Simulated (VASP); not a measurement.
Set up this calculation in VASP 6.6.1, as the native input.

```
Task                   : single point
Functional             : PBEsol
Potentials or basis    : VASP PAW PBE potentials, release 64 (Rh_pv)
Cutoff                 : 520 eV
k mesh                 : 30 × 30 × 30
Occupations            : gaussian, width 0.1 eV
Spin                   : no spin polarisation
Further INCAR settings : ALGO = Normal; EDIFF = 1e-06
```

The structure of Rh lies in POSCAR:

```
Rh
1.0
   -1.5138500000      1.5138500000      1.5138500000
    1.5138500000     -1.5138500000      1.5138500000
    1.5138500000      1.5138500000     -1.5138500000
Rh
1
Direct
    0.0000000000      0.0000000000      0.0000000000
```

This isn't the form of Rh at room conditions, which is fcc.

The input as run:

INCAR

```
  PREC = Accurate
  ENCUT = 520
  EDIFF = 1E-6
  ISMEAR = 0
  SIGMA = 0.1
  LREAL = F
  LASPH = T
  NELM = 80
  ALGO = Normal
  ISIF = 2
  LWAVE = F
  LCHARG = F
  GGA = PS
```

KPOINTS

```
regular mesh
0
Gamma
  30 30 30
```

Potentials or basis: VASP PAW PBE potentials, release 64 (Rh_pv).

The run is started by

```sh
$ cat potpaw_PBE.64/Rh_pv/POTCAR > POTCAR
$ mpirun -np 1 vasp_std > vasp.out
```

Results of the run:

| Quantity | Value |
| --- | --- |
| Pressure | 0.2 GPa |
| Band gap on the k mesh | none (metal or under the smearing width) |

Caveat: the PAW data sets were made with another functional, which shifts forces and pressure a little.

Wall time 29 s on 1 thread of Intel(R) Xeon(R) 6975P-C (Granite Rapids), on a shared host, peak memory 0.22 GiB.
